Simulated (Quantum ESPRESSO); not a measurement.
HgTe (Coloradoite):

```
Hg Te
1.0
     0.00000    3.21450    3.21450
     3.21450    0.00000    3.21450
     3.21450    3.21450    0.00000
Hg Te
1 1
Direct
  0.00000 0.00000 0.00000
  0.75000 0.75000 0.75000
```

```yaml
Program: Quantum ESPRESSO 7.5
Task: phonon dispersion
Functional: PBE
Potentials_or_basis: GBRV 1.5 PBE
Cutoff: 612 eV
Density_cutoff: 4898 eV
k_mesh: 6 × 6 × 6
Occupations: cold, width 0.2 eV
Spin: no spin polarisation
Mixing_beta: 0.5
Most_SCF_iterations: 120
SCF_threshold: 4e-10 Ry
q_mesh: 2 × 2 × 2
```

The cell and the atoms were relaxed first, to 37.05 Å³/atom (a = 4.715 Å, b = 4.715 Å, c = 4.715 Å, α = 60.00°, β = 60.00°, γ = 60.00°), and the response was taken there.

Task: Is this structure dynamically stable at this level, and how far does the spectrum reach?

Result: Yes, as far as this q mesh shows: no mode on the path is imaginary. The highest frequency is 126 cm⁻¹.

Phonon frequencies at the corners of the path (cm⁻¹, interpolated; i marks imaginary ones):
| point | frequencies |
| --- | --- |
| Γ | 0 0 0 97 97 97 |
| X | 18 18 85 116 121 121 |
| W | 26 46 72 113 122 123 |
| K | 19 43 76 114 118 125 |
| L | 20 20 76 110 110 125 |
| U | 19 43 76 114 118 125 |

Harmonic thermodynamics per atom at this volume (zero-point energy 14.3 meV, Debye temperature from the second moment 162 K):
```csv
T (K),free energy (meV),entropy (k_B),heat capacity Cv (k_B)
50,10.7,1.88,1.97
100,-1.1,3.51,2.65
200,-40.5,5.45,2.90
298.15,-91.9,6.62,2.96
500,-221.5,8.16,2.98
800,-452.0,9.56,2.99
```

Phonon states per cell in windows of 10 cm⁻¹ (negative: imaginary):
```csv
from (cm⁻¹),total,Hg,Te
0,0.01,0.01,0.01
10,0.53,0.38,0.15
20,0.82,0.62,0.19
30,0.39,0.30,0.09
40,0.31,0.24,0.07
50,0.09,0.07,0.02
60,0.27,0.23,0.04
70,0.55,0.52,0.03
80,0.03,0.03,0.00
90,0.03,0.01,0.02
100,0.64,0.18,0.46
110,1.62,0.29,1.33
120,0.68,0.11,0.57
```

A q mesh this small can miss soft modes between its points.

Caveat: the mesh is thin for the phonons of a metal; the q mesh is small, so phonon branches between its points and thermal values are rough.
